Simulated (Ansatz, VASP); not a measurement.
**Two plane-wave programs on BaTiO3**

POSCAR

```
BaTiO3
1.0
    3.7612401604      0.0000000000      0.0000000000
    0.0000000000      3.7612401604      0.0000000000
    0.0000000000      0.0000000000      3.9940959546
Ba Ti O
1 1 3
Direct
    0.5000000000      0.5000000000      0.5000000000
    0.0000000000      0.0000000000      0.0000000000
    0.5000000000      0.0000000000      0.0000000000
    0.0000000000      0.5000000000      0.0000000000
    0.0000000000      0.0000000000      0.5000000000
```

INCAR.step1

```
SYSTEM = BaTiO3
ALGO     = Normal         ! electronic algorithm
EDIFF    = 1E-4           ! SCF threshold, eV
ENCUT    = 520            ! plane-wave cutoff, eV
GGA      = PE             ! functional
ISMEAR   = 0              ! smearing method
LASPH    = .True.         ! aspherical terms in the spheres
LCHARG   = .False.        ! write CHGCAR
LREAL    = .False.        ! projectors in reciprocal space
LWAVE    = .True.         ! write WAVECAR
NBANDS   = 28             ! bands
NELM     = 80             ! most SCF steps
PREC     = Accurate       ! precision mode
SIGMA    = 0.01           ! smearing width, eV
```

INCAR.step2

```
SYSTEM = BaTiO3
ALGO     = Normal         ! electronic algorithm
EDIFF    = 1E-6           ! SCF threshold, eV
ENCUT    = 520            ! plane-wave cutoff, eV
ISIF     = 2              ! what is computed and relaxed
ISMEAR   = 0              ! smearing method
ISTART   = 1            
LASPH    = .True.         ! aspherical terms in the spheres
LCHARG   = .True.         ! write CHGCAR
LELF     = .True.         ! ELF
LMIXTAU  = .True.       
LREAL    = .False.        ! projectors in reciprocal space
LVHAR    = .True.       
LWAVE    = .False.        ! write WAVECAR
METAGGA  = R2SCAN         ! meta-GGA
NBANDS   = 28             ! bands
NELM     = 80             ! most SCF steps
PREC     = Accurate       ! precision mode
SIGMA    = 0.01           ! smearing width, eV
```

KPOINTS

```
k-points
0
Gamma
  6 6 6
  0 0 0
```

Input for Ansatz:

```yaml
crystal:
  lattice:
    - [3.7612401604, 0.0, 0.0]
    - [0.0, 3.7612401604, 0.0]
    - [0.0, 0.0, 3.9940959546]
  atoms:
    - { symbol: Ba, position: [0.5, 0.5, 0.5] }
    - { symbol: Ti, position: [0.0, 0.0, 0.0] }
    - { symbol: O, position: [0.5, 0.0, 0.0] }
    - { symbol: O, position: [0.0, 0.5, 0.0] }
    - { symbol: O, position: [0.0, 0.0, 0.5] }
kpoints:
  mp_grid: { grid: [6, 6, 6] }
  band_path:
    path: [[0.0, 0.0, 0.0], [0.0, 0.5, 0.0], [0.5, 0.5, 0.0], [0.5, 0.5, 0.5]]
    npoints: 1
hamiltonian:
  xc: r2scan
scf:
  occupations: { method: fixed }
  n_extra_bands: 5
output:
  forces: true
  stress: true
  eigenvalues: true
```

Change from the starting cell: biaxial_xy strain -5.8%.

Alike in both runs: task single point; functional r2SCAN; k mesh 6 × 6 × 6; no spin polarisation.

|  | VASP | Ansatz |
| --- | --- | --- |
| version | VASP 6.6.1 | Ansatz 0.2.0 |
| potentials or method | VASP PAW PBE potentials, release 64 (Ba_sv, Ti_sv, O) | plane waves, PAW |
| plane-wave cutoff (eV) | 520 | 500 |
| occupations | gaussian, width 0.01 eV | fixed |
| valence electrons in the cell | 40 | 40 |

VASP gave:

* gap on the k mesh at the Fermi level (eV): 2.27
* pressure (GPa): 32.8
* largest component of the traceless stress (GPa): 13.54

Estimate Ansatz's values.

gap on the k mesh at the Fermi level (eV): 2.30; pressure (GPa): 29.6; largest component of the traceless stress (GPa): 13.06.

Caveats: so large a pressure means that the cell lies far from this level's equilibrium, or that cutoff or potentials fall short (VASP); the potentials were made for another functional, which shifts forces and pressure (VASP); spin-orbit coupling is left out, which moves the levels of the heavy elements. A k mesh can miss the band edges.
